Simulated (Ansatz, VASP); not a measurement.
This is a calculation of Ag for VASP 6.6.1.

INCAR

```
SYSTEM = Ag
  PREC = Accurate
  ENCUT = 580
  EDIFF = 1E-6
  ISMEAR = -1
  SIGMA = 0.05
  LREAL = .False.
  LASPH = .True.
  NELM = 100
  ALGO = Normal
  ISIF = 3
  LWAVE = .False.
  LCHARG = .False.
  GGA = PE
  IBRION = 2
  NSW = 60
  EDIFFG = -0.01
```

KPOINTS

```
Automatic mesh
0
Gamma
  11 11 11
  0 0 0
```

The input POSCAR:

```
Ag
1.0
    0.0000000000      2.0427500000      2.0427500000
    2.0427500000      0.0000000000      2.0427500000
    2.0427500000      2.0427500000      0.0000000000
Ag
1
Direct
    0.0000000000      0.0000000000      0.0000000000
```

Potentials or basis: VASP PAW PBE potentials, release 64 (Ag).

Command:

```bash
$ cat potpaw_PBE.64/Ag/POTCAR > POTCAR
$ mpirun -np 1 vasp_std > vasp.out
```

Problem. Translate it to Ansatz 0.2.0. Potentials there: Ansatz PAW.

Solution. As run (the cutoff follows the program's own potentials):

input.yaml

```yaml
crystal:
  lattice:
    - [0.0, 2.04275, 2.04275]
    - [2.04275, 0.0, 2.04275]
    - [2.04275, 2.04275, 0.0]
  atoms:
    - { symbol: Ag, position: [0.0, 0.0, 0.0] }
hamiltonian:
  xc: pbe
  pseudopotentials: { kind: paw }
kpoints:
  mp_grid: { grid: [11, 11, 11] }
scf:
  occupations: { method: fermi_dirac, width: 0.05 }
output:
  forces: true
  stress: true
relax:
  f_tol: 0.01
  max_steps: 40
  cell: { stress_tol: 0.05 }
```

Potentials or basis: Ansatz PAW.

Command:

```console
$ ansatz run input.yaml --threads 2 --pin off --max-ram 5632MiB --backend cpu --events-out ev --progress --plain --runs-dir out
```

Both were run:

|  | VASP | Ansatz | Ansatz less VASP |
| --- | --- | --- | --- |
| relaxed volume (Å³/atom) | 17.77 | 17.80 | +0.030 |
| relaxed cell length with the largest relative difference (Å) | 2.929 | 2.931 | +0.0017 |
| energy change over the relaxation (meV/atom) | -9 | -10 | -0.8 |

The two sets of potentials don't hold the same shells in valence.

Caveats: the plane-wave basis is chosen anew once the cell has moved, so the energies of steps on either side of that aren't comparable (Ansatz). PBE usually gives volumes a little too large and moduli too small. Zero-point motion and thermal expansion aren't in these numbers.
